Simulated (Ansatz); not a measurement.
**From the elastic tensor of GaP to moduli and sound speeds**

These are results of Ansatz 0.2.0, DFT PBEsol, scalar-relativistic, plane waves, PAW, not measurements. Plane waves to 420 eV; Γ-centred k mesh 8×8×8; fixed occupations. No spin polarisation.

The structure is cubic, space group F-43m (No. 216). The conventional cell has a = 5.438 Å, b = 5.438 Å, c = 5.438 Å, α = 90.00°, β = 90.00°, γ = 90.00°. Around Ga (site symmetry -43m) lie 4 P at 2.35 Å. Around P (site symmetry -43m) lie 4 Ga at 2.35 Å.

Relaxed-ion constants (GPa, on the Cartesian axes of the calculation):
C11 = 134.8, C12 = 60.2, C13 = 60.2, C22 = 134.8, C23 = 60.2, C33 = 134.8, C44 = 67.4, C55 = 67.4, C66 = 67.4 GPa; the others vanish.

Density 4.158 g/cm³; 2 atoms in 40.21 Å³.

The values that follow are for a polycrystal of randomly turned grains, by Hill's mean where one number stands.

With S = C⁻¹: B_V = (C11+C22+C33+2(C12+C13+C23))/9, G_V = (C11+C22+C33−C12−C13−C23+3(C44+C55+C66))/15, 1/B_R = S11+S22+S33+2(S12+S13+S23), 15/G_R = 4(S11+S22+S33−S12−S13−S23)+3(S44+S55+S66); Hill is their mean. Then v_l = √((B+4G/3)/ρ), v_t = √(G/ρ), v_m = [(2/v_t³+1/v_l³)/3]^(−1/3) and Θ = (ħ/k_B)·v_m·(6π²n/V)^(1/3) for n atoms in the volume V; E = 9BG/(3B+G), ν = (3B−2G)/(2(3B+G)) and A^U = 5G_V/G_R + B_V/B_R − 6.

```json
{"Bulk modulus, Voigt / Reuss / Hill": "85.1 / 85.1 / 85.1 GPa", "Shear modulus, Voigt / Reuss / Hill": "55.4 / 51.0 / 53.2 GPa", "Young's modulus": "132 GPa", "Poisson ratio": "0.241", "Pugh ratio B/G": "1.60", "Universal anisotropy index": "0.43", "Longitudinal and transverse sound speeds": "6125 and 3576 m/s", "Debye temperature from the mean sound speed": "434 K"}
```

Cost: 1 run of about 1 core-minutes, on Intel Xeon Platinum 8259CL (Skylake/Cascade Lake) (shared hosts).

GaP resists shear on the cube faces much more than tetragonal shear: C44, at 67.4 GPa, clearly exceeds half the difference between C11 and C12. This follows from the tetrahedral sp³ network. A tetragonal strain leaves the bond lengths unchanged to first order and is opposed mainly by bond-angle bending, whereas a C44 strain also stretches and compresses bonds, even after the sublattices shift to relieve part of the load. A single crystal is therefore stiffest in tension along the ⟨111⟩ bond directions. The gap between the Voigt and Reuss shear moduli reflects the same contrast, while the two bulk moduli coincide by cubic symmetry.

That C12 lies below C44 fits directional, largely covalent bonding, though it is no strict measure of it, since the atoms do not sit at inversion centres. The Pugh ratio of 1.60 likewise suggests brittle behaviour, but cleavage and dislocation motion are not settled by elastic constants. The Debye temperature describes the long-wavelength acoustic modes and says little about the optical phonons, which matter for the heat capacity at higher temperatures.
